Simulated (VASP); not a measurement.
# P (R-3m) in VASP: notebook

Runs on P. Level: PBEsol+D3(BJ). Tasks: relaxation of cell and atoms.

Program: VASP 6.6.1. These are calculated values, not measurements. Logs are shortened: lines on timing, memory, paths and dates and some standing lists are left out, and cuts for length are marked.

## 1. The crystal as given

Symmetry: R-3m, No. 166, trigonal system. The conventional cell has a = 3.451 Å, b = 3.451 Å, c = 9.389 Å, α = 90.00°, β = 90.00°, γ = 120.00°. P (site symmetry 3m) is surrounded by 3 P at 2.29 Å.

This isn't the form of P at room conditions, which is orthorhombic.

## 2. Relaxation of cell and atoms, PBEsol+D3(BJ), target pressure 12.5 GPa, at which the enthalpy is minimised

The input, INCAR:

```
SYSTEM = P
  PREC = Accurate
  ENCUT = 520
  EDIFF = 1E-7
  ISMEAR = 0
  SIGMA = 0.1
  LREAL = .False.
  LASPH = .True.
  NELM = 80
  ALGO = Normal
  ISIF = 3
  LWAVE = .False.
  LCHARG = .False.
  GGA = PS
  IVDW = 12
  IBRION = 2
  NSW = 80
  EDIFFG = -0.15
  PSTRESS = 125.0
```

The input, KPOINTS:

```
Automatic mesh
0
Gamma
  15 15 15
  0 0 0
```

The input, POSCAR:

```
P
1.0
    1.7257251800      0.9963479000      3.1296800100
   -1.7257251800      0.9963479000      3.1296800100
    0.0000000000     -1.9926957900      3.1296800100
P
2
Direct
    0.2270802500      0.2270802500      0.2270802500
    0.7729197500      0.7729197500      0.7729197500
```

Potentials or basis: VASP PAW PBE potentials, release 64 (P).

On the command line:

```console
> cat potpaw_PBE.64/P/POTCAR > POTCAR
> mpirun -np 1 vasp_std > vasp.out
```

OUTCAR:

```text
SYSTEM = P
   PREC = Accurate
   ENCUT = 520
   EDIFF = 1E-7
   ISMEAR = 0
   LREAL = .False.
   LASPH = .True.
   NELM = 80
   ISIF = 3
   GGA = PS
   IVDW = 12
   IBRION = 2
   NSW = 80
   EDIFFG = -0.15
   PSTRESS = 125.0
 IVDW          = 12

 ion  position               nearest neighbor table
   1  0.227  0.227  0.227-   2 2.29   2 2.29   2 2.29   2 2.82   2 2.82   2 2.82
   2  0.773  0.773  0.773-   1 2.29   1 2.29   1 2.29   1 2.82   1 2.82   1 2.82

  LATTYP: Found a trigonal (rhomboedric) cell.
 ALAT       =     3.7102201417
 COS(alpha) =     0.5673129373

  Lattice vectors:

 A1 = (   1.7257251800,   0.9963479000,   3.1296800100)
 A2 = (  -1.7257251800,   0.9963479000,   3.1296800100)
 A3 = (   0.0000000000,  -1.9926957900,   3.1296800100)

Analysis of symmetry for initial positions (statically):
=====================================================================
 Subroutine PRICEL returns:
 Original cell was already a primitive cell.

 Routine SETGRP: Setting up the symmetry group for a
 trigonal (rhombohedral) supercell.

 Subroutine GETGRP returns: Found 12 space group operations
 (whereof 12 operations were pure point group operations)
 out of a pool of 12 trial point group operations.

The static configuration has the point symmetry D_3d.

Analysis of symmetry for dynamics (positions and initial velocities):
=====================================================================
 Subroutine PRICEL returns:
 Original cell was already a primitive cell.

 Routine SETGRP: Setting up the symmetry group for a
 trigonal (rhombohedral) supercell.

 Subroutine GETGRP returns: Found 12 space group operations
 (whereof 12 operations were pure point group operations)
 out of a pool of 12 trial point group operations.

The dynamic configuration has the point symmetry D_3d.

 Subroutine INISYM returns: Found 12 space group operations
 (whereof 12 operations are pure point group operations),
 and found     1 'primitive' translations

----------------------------------------------------------------------------------------

                                     Primitive cell

  volume of cell :      32.2875

  direct lattice vectors                    reciprocal lattice vectors
     1.725725180  0.996347900  3.129680010     0.289733270  0.167277582  0.106507161
    -1.725725180  0.996347900  3.129680010    -0.289733270  0.167277582  0.106507161
     0.000000000 -1.992695790  3.129680010     0.000000000 -0.334555163  0.106507162

  length of vectors
     3.710220142  3.710220142  3.710220139     0.351099605  0.351099605  0.351099605

  position of ions in fractional coordinates (direct lattice)
[... 68 lines left out ...]
   NGXF,Y,Z  is equivalent  to a cutoff of  25.09, 25.09, 25.09 a.u.
 SYSTEM =  P
   PREC   = accura    normal or accurate (medium, high low for compatibility)
   ISTART =      0    job   : 0-new  1-cont  2-samecut
   ICHARG =      2    charge: 1-file 2-atom 10-const
   ISPIN  =      1    spin polarized calculation?
   LNONCOLLINEAR =      F non collinear calculations
   LSORBIT =      F    spin-orbit coupling
   LASPH  =      T    aspherical Exc in radial PAW
   ENCUT  =  520.0 eV  38.22 Ry    6.18 a.u.   6.90  6.90  6.90*2*pi/ulx,y,z
   NELM   =     80;   NELMIN=  2; NELMDL= -5     # of ELM steps
   EDIFF  = 0.1E-06   stopping-criterion for ELM
   LREAL  =      F    real-space projection
   EDIFFG = -.1E+00   stopping-criterion for IOM
   NSW    =     80    number of steps for IOM
   IBRION =      2    ionic relax: 0-MD 1-quasi-New 2-CG
   NFREE  =      1    steps in history (QN), initial steepest desc. (CG)
   ISIF   =      3    stress and relaxation
   ISYM   =      2    0-nonsym 1-usesym 2-fastsym
   POTIM  = 0.5000    time-step for ionic-motion
   TEBEG  =    0.0;   TEEND  =   0.0 temperature during run
   PSTRESS=  125.0 pullay stress
   NELECT =      10.0000    total number of electrons
   NUPDOWN=      -1.0000    fix difference up-down
   EMIN   =  10.00;   EMAX   =-10.00  energy-range for DOS
   EFERMI =   0.00;   METHOD = LEGACY
   ISMEAR =     0;   SIGMA  =   0.10  broadening in eV -4-tet -1-fermi 0-gaus
   EFERMI_NEDOS =   21; number of points for ismear=-14 and -15
   IALGO  =     38    algorithm
   IMIX   =      4    mixing-type and parameters
     AMIX     =   0.40;   BMIX     =  1.00
     AMIX_MAG =   1.60;   BMIX_MAG =  1.00
  volume/ion in A,a.u.               =      16.14       108.94
  Fermi-wavevector in a.u.,A,eV,Ry     =   1.107636  2.093128 16.692396  1.226857
  Thomas-Fermi vector in A             =   2.244152
   LORBIT       =      0    0 simple, 1 ext, 2 COOP (PROOUT), +10 PAW based schemes
   GGA     = PS    functional components
   LHFCALC =     F    Hartree Fock is set to
   AEXX    =    0.0000 exact exchange contribution
   IVDW    =    12    specifies the selected vdW correction
   LEPSILON=     F    determine dielectric tensor
   LRPA    =     F    only Hartree local field effects (RPA)
 conjugate gradient relaxation of ions
 non-spin polarized calculation
 Gauss-broadening in eV      SIGMA  =   0.10
  energy-cutoff  :      520.00
  volume of cell :       32.29
 maximum number of plane-waves:       887
   NGX = 13   NGY = 13   NGZ = 13

--------------------------------------- Ionic step        1  -------------------------------------------

 number of electron      10.0000000 magnetization

 Free energy of the ion-electron system (eV)
  ---------------------------------------------------
  ext. energy  EPLUGINS =         0.00000000
  ---------------------------------------------------
  free energy    TOTEN  =       -11.55353480 eV

  energy without entropy =      -11.55193713  energy(sigma->0) =      -11.55273597

 E-fermi :   8.9218     XC(G=0): -10.8704

 val. band max:        8.9126103254   @ k =   0.4667   0.4667   0.0000
 cond. band min:       8.9268059659   @ k =   0.4000   0.0000   0.0000
 fundamental gap:      0.0141956405
 Fermi energy:         8.9217875776

 k-point     1 :       0.0000    0.0000    0.0000
  band No.  band energies     occupation
      1      -7.6200      2.00000
      2       5.3340      2.00000
      3       5.7716      2.00000
      4       6.0305      2.00000
      5       6.0305      2.00000
      6      10.2097      0.00000
      7      11.5336      0.00000
      8      11.5336      0.00000
      9      14.6924      0.00000
[... 527 lines left out ...]
--------------------------------------- Ionic step        7  -------------------------------------------

 number of electron      10.0000000 magnetization

 Free energy of the ion-electron system (eV)
  ---------------------------------------------------
  ext. energy  EPLUGINS =         0.00000000
  ---------------------------------------------------
  free energy    TOTEN  =       -11.40782433 eV

  energy without entropy =      -11.40568982  energy(sigma->0) =      -11.40675708

 E-fermi :  11.6507     XC(G=0): -11.9432

 val. band max:       11.6308771997   @ k =  -0.4667   0.2000   0.1333
 cond. band min:      11.6647689793   @ k =   0.3333   0.3333   0.3333
 fundamental gap:      0.0338917796
 Fermi energy:        11.6507228133

 k-point     1 :       0.0000    0.0000    0.0000
  band No.  band energies     occupation
      1      -6.3797      2.00000
      2       9.2110      2.00000
      3       9.2319      2.00000
      4       9.2319      2.00000
      5      11.5368      1.89289
      6      15.3513      0.00000
      7      15.6511      0.00000
      8      15.6511      0.00000
      9      17.3901      0.00000
[... 313 lines left out ...]
  energy  without entropy=      -12.2945414785  energy(sigma->0) =      -12.29560874

  enthalpy is  TOTEN    =       -10.3020544622 eV   P V=        1.9946215321

 reached required accuracy - stopping structural energy minimisation
```

OSZICAR:

```text
N       E                     dE             d eps       ncg     rms          rms(c)
DAV:   1     0.227763621333E+02    0.22776E+02   -0.47085E+03  6200   0.960E+02
[... 64 lines left out ...]
       N       E                     dE             d eps       ncg     rms          rms(c)
DAV:   1    -0.114213812893E+02    0.71019E-01   -0.74052E-01  7909   0.578E+00    0.991E-01
DAV:   2    -0.114125107141E+02    0.88706E-02   -0.16822E-02  7388   0.113E+00    0.587E-01
DAV:   3    -0.114078367214E+02    0.46740E-02   -0.84633E-03  7514   0.593E-01    0.137E-01
DAV:   4    -0.114078298346E+02    0.68868E-05   -0.51621E-05  8905   0.688E-02    0.101E-01
DAV:   5    -0.114078249791E+02    0.48555E-05   -0.82766E-06  7848   0.222E-02    0.484E-03
DAV:   6    -0.114078242718E+02    0.70732E-06   -0.58837E-07  7864   0.652E-03    0.341E-03
DAV:   7    -0.114078243337E+02   -0.61940E-07   -0.31740E-08  3913   0.145E-03
   7 F= -.10302054E+02 E0= -.10300987E+02  d E =-.168920E-01
```

It took 3.8 min on 1 thread of Intel Xeon Platinum 8488C (Sapphire Rapids), shared host; peak memory 0.23 GiB.

What came out:

| Item | Value |
| --- | --- |
| Free energy | -12.2967 eV |
| Relaxed volume | 12.78 Å³/atom |
| Relaxed cell | a = 3.313 Å, b = 3.313 Å, c = 3.313 Å, α = 59.74°, β = 59.74°, γ = 59.74° |
| Space group after relaxing (to 0.05 Å) | R-3m (No. 166) |
| Energy change on relaxing (the enthalpy is what falls) | -21.5 meV/atom |
| Ionic steps | 7 |
| Pressure after relaxing | 11.9 GPa |
| Largest force after relaxing | 0.095 eV/Å |
| Band gap on the k mesh | none (metal or under the smearing width) |
| Dispersion energy per atom | -0.444 eV |

Forces in eV/Å, atoms in the order of the input:
```
P    0.000  0.000  0.095
P    0.000  0.000 -0.095
```

The path:
| step | energy change (eV) | largest force (eV/Å) | pressure (GPa) | volume (Å³) |
| --- | --- | --- | --- | --- |
| 1 | 0.0000 | 0.3003 | -5.29 | 32.29 |
| 2 | 0.4076 | 2.1167 | 32.48 | 24.62 |
| 3 | 0.0675 | 1.3021 | 13.06 | 27.26 |
| 4 | 0.0135 | 0.6876 | 13.96 | 26.08 |
| 5 | 0.0343 | 0.2631 | 18.22 | 24.79 |
| 6 | -0.0943 | 0.0534 | 5.10 | 26.53 |
| 7 | -0.0431 | 0.0952 | 11.91 | 25.57 |

Final structure:
```cif
data_structure
_symmetry_space_group_name_H-M 'P 1'
_symmetry_Int_Tables_number 1
_cell_length_a 3.3133
_cell_length_b 3.3133
_cell_length_c 3.3133
_cell_angle_alpha 59.737
_cell_angle_beta 59.737
_cell_angle_gamma 59.737
_cell_volume 25.57
loop_
_atom_site_label
_atom_site_type_symbol
_atom_site_fract_x
_atom_site_fract_y
_atom_site_fract_z
_atom_site_occupancy
P1 P 0.24389 0.24389 0.24389 1
P2 P 0.75611 0.75611 0.75611 1
```

Caveat: the cell is relaxed towards a set pressure, so the enthalpy falls and the energy may rise; the volume moved by over 15 % at a fixed basis, so the end points are rough; the PAW data sets were made with another functional, which shifts forces and pressure a little; pairwise dispersion overbinds metals, which lowers pressure and volume; the relaxation stopped at a loose force limit of 0.15 eV/Å, so its end isn't a converged minimum.

[end of part 1 of 2]
